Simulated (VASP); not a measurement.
The system is Te2Mo.

```
Te Mo
1.0
     6.33000    0.00000    0.00000
     0.00000    3.46900    0.00000
    -0.94679    0.00000   13.82762
Te Mo
8 4
Direct
  0.55680 0.75000 0.35160
  0.44320 0.25000 0.64840
  0.58880 0.25000 0.10450
  0.41120 0.75000 0.89550
  0.09700 0.75000 0.14860
  0.90300 0.25000 0.85140
  0.05630 0.25000 0.39550
  0.94370 0.75000 0.60450
  0.31810 0.75000 0.50660
  0.68190 0.25000 0.49340
  0.18330 0.25000 0.00740
  0.81670 0.75000 0.99260
```

```yaml
Program: VASP 6.6.1
Task: relaxation of cell and atoms
Functional: LDA
Potentials_or_basis: VASP PAW LDA potentials, release 64 (Te, Mo_sv)
Cutoff: 600 eV
k_mesh: 4 × 8 × 2
Occupations: gaussian, width 0.03 eV
Spin: no spin polarisation
```

At the start: pressure -3.2 GPa; volume 25.30 Å³/atom.

How do energy, volume and symmetry change on relaxing?

Over 17 steps the energy falls by 10.7 meV/atom and the volume is 24.00 Å³/atom (-5.1 %); space group P2_1/m (No. 11, to 0.05 Å).

The path:
| step | energy change (eV) | largest force (eV/Å) | pressure (GPa) | volume (Å³) |
| --- | --- | --- | --- | --- |
| 1 | 0.0000 | 0.3573 | -3.18 | 303.64 |
| 2 | 0.1962 | 1.2643 | 6.19 | 282.10 |
| 3 | -0.0901 | 0.1980 | -0.13 | 295.65 |
| 4 | -0.0901 | 0.2094 | -0.07 | 295.49 |
| 5 | -0.0980 | 0.1358 | -0.04 | 294.64 |
| 6 | -0.1026 | 0.1709 | 0.03 | 293.19 |
| 7 | -0.1075 | 0.1219 | -0.01 | 292.70 |
| 8 | -0.1116 | 0.0637 | -0.09 | 291.39 |
| 9 | -0.1165 | 0.0761 | 0.04 | 290.41 |
| 10 | -0.1191 | 0.1284 | 0.22 | 289.12 |
| 11 | -0.1230 | 0.1179 | -0.36 | 289.70 |
| 12 | -0.1233 | 0.1195 | -0.25 | 289.59 |
| 13 | -0.1260 | 0.0737 | 0.05 | 288.38 |
| 14 | -0.1260 | 0.0777 | 0.08 | 288.25 |
| 15 | -0.1277 | 0.0281 | -0.01 | 288.17 |
| 16 | -0.1277 | 0.0319 | -0.02 | 288.16 |
| 17 | -0.1278 | 0.0099 | 0.01 | 288.04 |

Final structure:
```xyz
12
Lattice="6.3064 0.0000 0.0098 0.0000 3.4444 0.0000 -0.9219 0.0000 13.2594" Properties=species:S:1:pos:R:3 pbc="T T T"
Te    3.1974    2.5833    4.6044
Te    2.1871    0.8611    8.6648
Te    3.6071    0.8611    1.4023
Te    1.7774    2.5833   11.8670
Te    0.4606    2.5833    2.0369
Te    4.9239    0.8611   11.2323
Te   -0.0170    0.8611    5.2299
Te    5.4014    2.5833    8.0393
Mo    1.5488    2.5833    6.7160
Mo    3.8357    0.8611    6.5533
Mo    1.1455    0.8611    0.1013
Mo    4.2389    2.5833   13.1680
```
